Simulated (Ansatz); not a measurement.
# Cs: strong compression

The task here is to estimate one member of a computed series from the others.

Method: DFT PBE, with the methods named in each step, in Ansatz 0.2.0.

## The structure to begin with

It takes space group P6/mmm (No. 191, hexagonal). The conventional cell has a = 5.300 Å, b = 5.300 Å, c = 4.982 Å, α = 90.00°, β = 90.00°, γ = 120.00°.

Coordinates:

```
Cs
1.0
     5.30023    0.00000    0.00000
    -2.65011    4.59013    0.00000
     0.00000    0.00000    4.98221
Cs
1
Direct
  0.00000 0.00000 0.00000
```

Whether this phase is the stable one at these pressures isn't tested.

Set-up of the first run:

File input.yaml:

```yaml
crystal:
  lattice:
    - [5.3002269806, 0.0, 0.0]
    - [-2.6501134903, 4.5901312111, 0.0]
    - [0.0, 0.0, 4.9822133618]
  atoms:
    - { symbol: Cs, position: [0.0, 0.0, 0.0] }
kpoints:
  mp_grid: { grid: [8, 8, 8] }
scf:
  occupations: { method: fermi_dirac, width: 0.08 }
hamiltonian:
  xc: pbe
  pseudopotentials: { kind: paw }
output:
  forces: true
  stress: true
relax:
  f_tol: 0.005
  max_steps: 40
  cell: {}
```

Run with:

```console
$ ansatz run input.yaml --threads 1 --pin off --max-ram 2048MiB --backend cpu --events-out ev --progress --plain --runs-dir out
```

Steps of the session up to this table: Cell relaxed at zero pressure, PAW; Volume scaled by 1, PAW; Shape and atoms relaxed at 0.9 of the volume, PAW; Volume scaled by 0.9, PAW; Shape and atoms relaxed at 0.8 of the volume, PAW; Volume scaled by 0.8, PAW; Shape and atoms relaxed at 0.7 of the volume, PAW; Volume scaled by 0.7, PAW; Shape and atoms relaxed at 0.6 of the volume, PAW; Volume scaled by 0.6, PAW; Volume scaled by 0.6, PAW (level accurate); Shape and atoms relaxed at 0.5 of the volume, PAW; Volume scaled by 0.5, PAW; Shape and atoms relaxed at 0.4 of the volume, PAW; Volume scaled by 0.4, PAW; Volume scaled by 0.4, PAW (partial_waves polarizable).

One of the session's tables, all rows but one given; the rest of the session is left out.

```
                         method  volume over the first  volume (Å³/atom)  pressure (GPa)
                            PAW                      1           121.211            0.02
                            PAW                    0.9           109.090            0.25
                            PAW                    0.8                 ?               ?
                            PAW                    0.7            84.848            1.12
                            PAW                    0.6            72.727            1.82
                            PAW                    0.5            60.605            2.78
                            PAW                    0.4            48.484            4.18
           PAW (level accurate)                    0.6            72.727            1.82
PAW (partial_waves polarizable)                    0.4            48.484            4.18
```

Estimate the missing values for PAW, 0.8.

**Answer.** volume (Å³/atom): 96.969; pressure (GPa): 0.60. In the column «volume (Å³/atom)» it lies between PAW, 0.7 (84.848) and PAW, 0.9 (109.090).
